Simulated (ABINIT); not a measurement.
# TiSi2 (Cmcm) in ABINIT: reference runs

How does TiSi2 come out in PBE? The cell is run as given and disturbed.

All numbers are computed with ABINIT 10.8.3 (patched build); they aren't measurements. Logs are shortened: lines on timing, memory, paths and dates and some standing lists are left out, and cuts for length are marked. The log counts tension as positive stress, the text compression.

### Step 1. The structure

Symmetry: Cmcm, No. 63, orthorhombic system. The conventional cell has a = 3.530 Å, b = 13.519 Å, c = 3.565 Å, α = 90.00°, β = 90.00°, γ = 90.00°. Around Ti (site symmetry m2m) lie 10 Si at 2.58 to 2.81 Å. Si (site symmetry m2m) has 4 Si at 2.51 Å and 4 Ti at 2.66 to 2.67 Å as nearest neighbours. Around Si (site symmetry m2m) lie 2 Si at 2.38 Å and 4 Ti at 2.58 Å.

The cell comes from a database or a generator and needn't be the stable form of this composition.

### Step 2. Single point, PBE

The input, run.abi:

```
pp_dirpath "./"
pseudos "Ti.GGA_PBE-JTH.xml, Si.GGA_PBE-JTH.xml"

acell 3*1.0
rprim
     3.3355650785   -12.7731909004     0.0000000000
     3.3355650785    12.7731909004     0.0000000000
     0.0000000000     0.0000000000     6.7372023899
ntypat 2
znucl 22 14
natom 6
typat 1 1 2 2 2 2
xred
     0.1031180800     0.8968819200     0.2500000000
     0.8968819200     0.1031180800     0.7500000000
     0.7503148200     0.2496851800     0.2500000000
     0.2496851800     0.7503148200     0.7500000000
     0.4417485500     0.5582514500     0.2500000000
     0.5582514500     0.4417485500     0.7500000000
chkprim 0
chksymtnons 0
tolsym 1.0e-6

ecut 15.0
pawecutdg 30.0
pawxcdev 0

kptopt 1
ngkpt 8 8 8
nshiftk 1
shiftk 0.0 0.0 0.0

ixc 11

nband 24
occopt 3
tsmear 0.05 eV

nstep 100
tolvrs 1.0e-9

iomode 3
prtwf 0
prtden 0
prteig 0
prtebands 0
```

Potentials or basis: JTH PAW PBE v2.0.

Command:

```console
$ abinit run.abi > log 2>&1
```

run.abo:

```text
.Version 10.8.3 of ABINIT
 Symmetries : space group Cm c m (# 63); Bravais oC (1-face-center ortho.)
================================================================================
 Values of the parameters that define the memory need of the present run
     intxc =       0    ionmov =       0      iscf =      17    lmnmax =      18
     lnmax =       6     mgfft =      48  mpssoang =       3    mqgrid =    3001
     natom =       6  nloc_mem =       2    nspden =       1   nspinor =       1
    nsppol =       1      nsym =       8    n1xccc =       1    ntypat =       2
    occopt =       3   xclevel =       2
       mpw =        1614          nfft =       55296          nkpt =         105
 PAW method is used; the additional fine FFT grid is defined by:
   mgfftf=        72    nfftf =    186624
================================================================================
================================================================================

--------------------------------------------------------------------------------
------------- Echo of variables that govern the present computation ------------
--------------------------------------------------------------------------------
 -outvars: echo values of preprocessed input variables --------
            acell      1.0000000000E+00  1.0000000000E+00  1.0000000000E+00 Bohr
              amu      4.78800000E+01  2.80855000E+01
          chkprim           0
      chksymtnons           0
             ecut      1.50000000E+01 Hartree
                       outvar_i_n : Printing only first  50 k-points.
              ixc          11
                       outvar_i_n : Printing only first  50 k-points.
         kptrlatt        8    0    0      0    8    0      0    0    8
          kptrlen      5.33690413E+01
            natom           6
            nband          24
            ngfft          48      48      24
          ngfftdg          72      72      36
             nkpt         105
            nstep         100
             nsym           8
           ntypat           2
                       prtocc : prtvol=0, do not print more k-points.
           occopt           3
        pawecutdg      3.00000000E+01 Hartree
         pawxcdev           0
           prtden           0
        prtebands           0
           prteig           0
            prtwf           0
            rprim      3.3355650785E+00 -1.2773190900E+01  0.0000000000E+00
                       3.3355650785E+00  1.2773190900E+01  0.0000000000E+00
                       0.0000000000E+00  0.0000000000E+00  6.7372023899E+00
          spgroup          63
           tolsym      1.00000000E-06
           tolvrs      1.00000000E-09
           tsmear      1.83746611E-03 Hartree
            typat      1  1  2  2  2  2
           useylm           1
                       outvars : Printing only first  50 k-points.
           xangst      1.7651050238E+00  5.3652732632E+00  8.9129349189E-01
                       1.7651050238E+00 -5.3652732632E+00  2.6738804757E+00
                       1.7651050238E+00 -3.3838966792E+00  8.9129349189E-01
                       1.7651050238E+00  3.3838966792E+00  2.6738804757E+00
                       1.7651050238E+00  7.8747590021E-01  8.9129349189E-01
                       1.7651050238E+00 -7.8747590021E-01  2.6738804757E+00
            xcart      3.3355650785E+00  1.0138897058E+01  1.6843005975E+00
                       3.3355650785E+00 -1.0138897058E+01  5.0529017924E+00
                       3.3355650785E+00 -6.3946379621E+00  1.6843005975E+00
                       3.3355650785E+00  6.3946379621E+00  5.0529017924E+00
                       3.3355650785E+00  1.4881137822E+00  1.6843005975E+00
                       3.3355650785E+00 -1.4881137822E+00  5.0529017924E+00
             xred      1.0311808000E-01  8.9688192000E-01  2.5000000000E-01
                       8.9688192000E-01  1.0311808000E-01  7.5000000000E-01
                       7.5031482000E-01  2.4968518000E-01  2.5000000000E-01
                       2.4968518000E-01  7.5031482000E-01  7.5000000000E-01
                       4.4174855000E-01  5.5825145000E-01  2.5000000000E-01
                       5.5825145000E-01  4.4174855000E-01  7.5000000000E-01
            znucl       22.00000   14.00000

================================================================================

 chkinp: Checking input parameters for consistency.

================================================================================
== DATASET  1 ==================================================================

--- !DatasetInfo
iteration_state: {dtset: 1, }
dimensions: {natom: 6, nkpt: 105, mband: 24, nsppol: 1, nspinor: 1, nspden: 1, mpw: 1614, }
cutoff_energies: {ecut:  15.0, pawecutdg:  30.0, }
[... 168 lines left out ...]
       0.750314820000      0.249685180000      0.250000000000
       0.249685180000      0.750314820000      0.750000000000
       0.441748550000      0.558251450000      0.250000000000
       0.558251450000      0.441748550000      0.750000000000
 rms dE/dt=  2.1550E-02; max dE/dt=  4.5638E-02; dE/dt below (all hartree)
    1      -0.000375132664      0.000375132664      0.000000000000
    2       0.000375132664     -0.000375132664     -0.000000000000
    3      -0.002627558270      0.002627558270      0.000000000000
    4       0.002627558270     -0.002627558270      0.000000000000
    5       0.045637919001     -0.045637919001      0.000000000000
    6      -0.045637919001      0.045637919001     -0.000000000000

 cartesian coordinates (angstrom) at end:
    1      1.76510502382861     5.36527326322700     0.89129349188941
    2      1.76510502382861    -5.36527326322700     2.67388047566824
    3      1.76510502382861    -3.38389667923265     0.89129349188941
    4      1.76510502382861     3.38389667923265     2.67388047566824
    5      1.76510502382861     0.78747590021033     0.89129349188941
    6      1.76510502382861    -0.78747590021033     2.67388047566824

 cartesian forces (hartree/bohr) at end:
    1      0.00000000000000    -0.00002936875108    -0.00000000000000
    2      0.00000000000000     0.00002936875108     0.00000000000000
    3     -0.00000000000000    -0.00020570883894     0.00000000000000
    4     -0.00000000000000     0.00020570883894     0.00000000000000
    5     -0.00000000000000     0.00357294581731    -0.00000000000000
    6      0.00000000000000    -0.00357294581731     0.00000000000000
 frms,max,avg= 1.1929944E-03 3.5729458E-03   0.000E+00  0.000E+00  0.000E+00 h/b

 cartesian forces (eV/Angstrom) at end:
    1      0.00000000000000    -0.00151020190081    -0.00000000000000
    2      0.00000000000000     0.00151020190081     0.00000000000000
    3     -0.00000000000000    -0.01057797380377     0.00000000000000
    4     -0.00000000000000     0.01057797380377     0.00000000000000
    5     -0.00000000000000     0.18372826103140    -0.00000000000000
    6      0.00000000000000    -0.18372826103140     0.00000000000000
 frms,max,avg= 6.1346238E-02 1.8372826E-01   0.000E+00  0.000E+00  0.000E+00 e/A
 length scales=  1.000000000000  1.000000000000  1.000000000000 bohr
              =  0.529177210544  0.529177210544  0.529177210544 angstroms
 Fermi (or HOMO) energy (hartree) =   0.35949   Average Vxc (hartree)=  -0.42299
 Eigenvalues (hartree) for nkpt= 105  k points:
 kpt#   1, nband= 24, wtk=  0.00195, kpt=  0.0000  0.0000  0.0000 (reduced coord)
  -1.72849   -1.72815   -0.85960   -0.85816   -0.85775   -0.85768   -0.85678   -0.85636
  -0.12255   -0.04131    0.04469    0.23397    0.24499    0.25154    0.26326    0.26548
   0.27988    0.28188    0.28275    0.37658    0.38540    0.38950    0.39216    0.40966
      occupation numbers for kpt#   1
   2.00000    2.00000    2.00000    2.00000    2.00000    2.00000    2.00000    2.00000
   2.00000    2.00000    2.00000    2.00000    2.00000    2.00000    2.00000    2.00000
   2.00000    2.00000    2.00000    0.00018    0.00000    0.00000    0.00000    0.00000
 prteigrs : prtvol=0 or 1, do not print more k-points.

--- !EnergyTerms
iteration_state     : {dtset: 1, }
comment             : Components of total free energy in Hartree
kinetic             :  2.20740594514415E+01
hartree             :  3.15308517339764E+01
xc                  : -1.62963010767483E+01
Ewald energy        : -9.72320160644811E+01
psp_core            :  4.87174017669521E+00
local_psp           : -8.51920492838888E+01
PAW spherical_terms :  6.87414241535008E+00
internal            : -1.33369572647655E+02
'-kT*entropy'       : -4.37478799399413E-04
total_energy        : -1.33370010126455E+02
total_energy_eV     : -3.62918285918135E+03
...

--- !EnergyTermsDC
iteration_state     : {dtset: 1, }
comment             : '"Double-counting" decomposition of free energy'
band_energy         : -1.29231043644395E+01
Ewald energy        : -9.72320160644811E+01
psp_core            :  4.87174017669521E+00
xc_dc               : -3.34279571870776E+01
PAW spherical_terms :  5.34176004773386E+00
internal            : -1.33369577391569E+02
'-kT*entropy'       : -4.37478799399413E-04
total_energy_dc     : -1.33370014870368E+02
total_energy_dc_eV  : -3.62918298826983E+03
...

--- !EnergyTermsWithPAWCore
iteration_state     : {dtset: 1, }
comment             : 'Components of total free energy, including PAW core contributions'
Total energy        : -2.86788673244240E+03
Total energy DC     : -2.86788673718631E+03
Total energy (eV)   : -7.80391735862145E+04
Total energy DC (eV): -7.80391737153030E+04
...

 Cartesian components of stress tensor (hartree/bohr^3)
  sigma(1 1)= -6.65163181E-05  sigma(3 2)=  0.00000000E+00
  sigma(2 2)= -6.16362424E-05  sigma(3 1)=  0.00000000E+00
  sigma(3 3)= -7.62296013E-05  sigma(2 1)=  0.00000000E+00

-Cartesian components of stress tensor (GPa)         [Pressure=  2.0044E+00 GPa]
- sigma(1 1)= -1.95697764E+00  sigma(3 2)=  0.00000000E+00
- sigma(2 2)= -1.81340086E+00  sigma(3 1)=  0.00000000E+00
- sigma(3 3)= -2.24275230E+00  sigma(2 1)=  0.00000000E+00

== END DATASET(S) ==============================================================
================================================================================

 -outvars: echo values of variables after computation  --------
            acell      1.0000000000E+00  1.0000000000E+00  1.0000000000E+00 Bohr
           etotal     -1.3337001487E+02
            fcart      1.6532821461E-20 -2.9368751081E-05 -7.1815370911E-30
                       5.1367137241E-21  2.9368751081E-05  7.8060185773E-30
                      -2.0648923125E-21 -2.0570883894E-04  3.1224074309E-31
                      -4.1274178059E-20  2.0570883894E-04  3.1224074309E-31
                      -9.4764290849E-19  3.5729458173E-03 -2.4979259447E-30
                       9.6931244368E-19 -3.5729458173E-03  1.2489629724E-30
            rprim      3.3355650785E+00 -1.2773190900E+01  0.0000000000E+00
                       3.3355650785E+00  1.2773190900E+01  0.0000000000E+00
                       0.0000000000E+00  0.0000000000E+00  6.7372023899E+00
           strten     -6.6516318115E-05 -6.1636242361E-05 -7.6229601343E-05
                       0.0000000000E+00  0.0000000000E+00  0.0000000000E+00
           xangst      1.7651050238E+00  5.3652732632E+00  8.9129349189E-01
                       1.7651050238E+00 -5.3652732632E+00  2.6738804757E+00
                       1.7651050238E+00 -3.3838966792E+00  8.9129349189E-01
                       1.7651050238E+00  3.3838966792E+00  2.6738804757E+00
                       1.7651050238E+00  7.8747590021E-01  8.9129349189E-01
                       1.7651050238E+00 -7.8747590021E-01  2.6738804757E+00
             xred      1.0311808000E-01  8.9688192000E-01  2.5000000000E-01
                       8.9688192000E-01  1.0311808000E-01  7.5000000000E-01
                       7.5031482000E-01  2.4968518000E-01  2.5000000000E-01
                       2.4968518000E-01  7.5031482000E-01  7.5000000000E-01
                       4.4174855000E-01  5.5825145000E-01  2.5000000000E-01
                       5.5825145000E-01  4.4174855000E-01  7.5000000000E-01
 Calculation completed.
```

Wall time 14 min (1 thread of Arm Neoverse V1, shared host); peak memory 0.26 GiB.

What came out:

| Item | Value |
| --- | --- |
| Free energy | -3629.1830 eV |
| Pressure | 2.0 GPa |
| Largest force | 0.184 eV/Å |
| Band gap on the k mesh | none (metal or under the smearing width) |
| Valence electrons inside the program's atomic spheres | Ti 10.32; Si 1.53, 1.58 |

Forces on the atoms (eV/Å):
```
Ti   0.000 -0.002  0.000
Ti   0.000  0.002  0.000
Si   0.000 -0.011  0.000
Si   0.000  0.011  0.000
Si   0.000  0.184  0.000
Si   0.000 -0.184  0.000
```

Levels at points of the mesh, in eV from the Fermi level:
```tsv
k point	band 18	band 19	band 20	band 21	band 22	band 23
(0.00, 0.00, 0.00)	-2.11	-2.09	0.47	0.71	0.82	0.89
(0.50, 0.00, 0.00)	-1.48	-0.67	-0.58	-0.55	1.16	1.46
(0.50, 0.50, 0.00)	-1.97	-1.19	0.39	0.64	0.74	0.91
(0.00, 0.00, 0.50)	-1.64	-0.05	-0.05	0.83	0.83	1.48
(0.50, 0.00, 0.50)	-3.24	-2.46	-2.46	1.75	1.75	1.88
(0.50, 0.50, 0.50)	-2.06	-0.89	-0.89	0.46	0.46	1.66
```

(Part 1 of 2 ends here.)
